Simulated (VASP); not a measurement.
Input of a VASP 6.6.1 run:

Contents of run.py:

```python
from ase.calculators.vasp import Vasp
from ase.dft.bandgap import bandgap
from ase.spacegroup import crystal

atoms = crystal(
    ['Mo'],
    basis=[[0.0, 0.0, 0.0]],
    spacegroup=225,
    setting=1,
    cellpar=[4.03, 4.03, 4.03, 90.0, 90.0, 90.0],
    primitive_cell=True,
)
calc = Vasp(
    directory='calc',
    xc='rpbe',
    pp='PBE',
    setups='gw',
    prec='Accurate',
    encut=600,
    ediff=1e-06,
    ismear=1,
    sigma=0.2,
    lreal=False,
    lasph=True,
    nelm=100,
    algo='Fast',
    isif=2,
    lwave=False,
    lcharg=True,
    lmaxmix=4,
    kpts=[11, 11, 11],
    gamma=True,
    nbands=13,
)
atoms.calc = calc

print('energy (eV):', atoms.get_potential_energy())
print('free energy (eV):', atoms.get_potential_energy(force_consistent=True))
efermi = calc.get_fermi_level()
print('Fermi level (eV):', efermi)
path = atoms.cell.bandpath(npoints=60, eps=1e-4)
print('path:', path.path)
calc.set(kpts=path.kpts, reciprocal=True, icharg=11, isym=0, lcharg=False)
calc.calculate(atoms)
print('gap on the path (eV):', bandgap(calc, efermi=efermi)[0])
print('direct gap on the path (eV):', bandgap(calc, efermi=efermi, direct=True)[0])
```

Potentials or basis: VASP PAW PBE potentials, release 64 (Mo_sv_GW).

Run with:

```sh
$ python run.py
```

Question: What does it give for the band gap along the path?

Answer: None (metal or under the smearing width).

Levels at the corners of the path, in eV from the Fermi level:
```tsv
point	band 3	band 4	band 5	band 6	band 7	band 8	band 9	band 10	band 11	band 12
Γ	-34.11	-34.11	-6.62	-0.66	-0.66	-0.66	1.94	1.94	13.00	18.09
X	-34.55	-34.55	-4.78	-4.12	3.88	3.91	4.48	4.48	12.31	12.31
W	-34.91	-34.57	-3.32	-1.74	-1.74	1.30	4.48	10.59	10.59	11.72
K	-34.82	-34.46	-3.81	-2.89	0.11	2.10	3.62	9.02	9.62	13.40
Γ	-34.11	-34.11	-6.62	-0.66	-0.66	-0.66	1.94	1.94	13.00	18.09
L	-34.27	-34.27	-4.46	-0.83	-0.83	1.48	3.92	3.92	10.82	12.70
U	-34.82	-34.46	-3.81	-2.89	0.11	2.10	3.62	9.02	9.62	13.40
W	-34.91	-34.57	-3.32	-1.74	-1.74	1.30	4.48	10.59	10.59	11.72
L	-34.27	-34.27	-4.46	-0.83	-0.83	1.48	3.92	3.92	10.82	12.70
K	-34.82	-34.46	-3.81	-2.89	0.11	2.10	3.62	9.02	9.62	13.40
U	-34.82	-34.46	-3.81	-2.89	0.11	2.10	3.62	9.02	9.62	13.40
X	-34.55	-34.55	-4.78	-4.12	3.88	3.91	4.48	4.48	12.31	12.31
```

Caveat: the log is that of the step along the path at fixed density, whose energy, stress, charges and moments have no meaning.
